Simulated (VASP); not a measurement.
Set up this calculation in VASP 6.6.1, as the native input.

```yaml
Task: single point
Functional: PBEsol
Potentials_or_basis: VASP PAW PBE potentials, release 64 (Ca_sv)
Cutoff: 520 eV
k_mesh: 12 × 12 × 12
Occupations: gaussian, width 0.1 eV
Spin: no spin polarisation
Dipole_correction: no
Further_INCAR_settings: ALGO = Normal; EDIFF = 1e-06; NBANDS = 11
```

The structure of Ca lies in POSCAR:

```
Ca
1.0
    3.4229998277      0.0000000000      0.0000000000
    0.0000000000      3.4229998277      0.0000000000
    0.0000000000      0.0000000000      3.4229998277
Ca
1
Direct
    0.0000000000      0.0000000000      0.0000000000
```

This isn't the form of Ca at room conditions, which is fcc.

The cell isn't the ideal one: strained and moved within the space group.

The input as run:

INCAR

```
ALGO     = Normal         # electronic algorithm
EDIFF    = 1E-6           # SCF threshold, eV
ENCUT    = 520            # plane-wave cutoff, eV
GGA      = PS             # functional
ISIF     = 2              # what is computed and relaxed
ISMEAR   = 0              # smearing method
LASPH    = True           # aspherical terms in the spheres
LCHARG   = False          # write CHGCAR
LREAL    = False          # projectors in reciprocal space
LWAVE    = False          # write WAVECAR
NBANDS   = 11             # bands
NELM     = 100            # most SCF steps
PREC     = Accurate       # precision mode
SIGMA    = 0.1            # smearing width, eV
```

KPOINTS

```
k-points
0
Gamma
  12 12 12
```

Potentials or basis: VASP PAW PBE potentials, release 64 (Ca_sv).

The run is started by

```sh
$ cat potpaw_PBE.64/Ca_sv/POTCAR > POTCAR
$ mpirun -np 1 vasp_std > vasp.out
```

Results of the run:

```yaml
Pressure: 0.3 GPa
Band_gap_on_the_k_mesh: none (metal or under the smearing width)
```

Caveat: the PAW data sets were made with another functional, which shifts forces and pressure a little.

Wall time 16 s on 1 thread of Intel(R) Xeon(R) Platinum 8488C (Sapphire Rapids) (shared host), peak memory 0.17 GiB.
